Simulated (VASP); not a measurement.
Runs of VASP 6.6.1 on KI. Symmetry: Fm-3m, No. 225, cubic system. The conventional cell has a = 7.066 Å, b = 7.066 Å, c = 7.066 Å, α = 90.00°, β = 90.00°, γ = 90.00°. K (site symmetry m-3m) has 6 I at 3.53 Å as nearest neighbours. Around I (site symmetry m-3m) lie 6 K at 3.53 Å. 

| level | potentials or basis | k mesh | cutoff (eV) | gap on the mesh (eV) | pressure (GPa) | relaxed volume (Å³/atom) |
| --- | --- | --- | --- | --- | --- | --- |
| r2SCAN | VASP PAW PBE potentials, release 64 (K_sv, I) | 8 × 8 × 8 | 600 | 4.57 | 0.0 | (a) |
| PBEsol | VASP PAW PBE potentials, release 64 (K_sv, I) | 8 × 8 × 8 | 600 | 3.86 | 0.0 | 43.17 |
| LDA | VASP PAW LDA potentials, release 64 (K_sv, I) | 8 × 8 × 8 | 600 | (b) | 0.0 | 39.78 |
| PBE | VASP PAW PBE potentials, release 64 (K_pv, I) | 4 × 4 × 4 | 300 | 3.82 | 0.0 | 46.90 |
| PBE | VASP PAW PBE potentials, release 64 (K_sv, I) | 8 × 8 × 8 | 600 | 3.85 | 0.0 | 46.44 |

Alike in all rows: task relaxation of cell and atoms; no spin polarisation; cell relaxed; smearing gaussian 0.03 eV.

Task: Fill in the values left out.

Result: (a) 44.76; (b) 3.87.

Caveats: spin-orbit coupling is left out, which moves the levels of the heavy elements; the PAW data sets were made with another functional, which shifts forces and pressure a little (some runs).

A k mesh can miss the band edges, and the runs leave out spin-orbit coupling on I.

Not every run made on this cell is shown here.
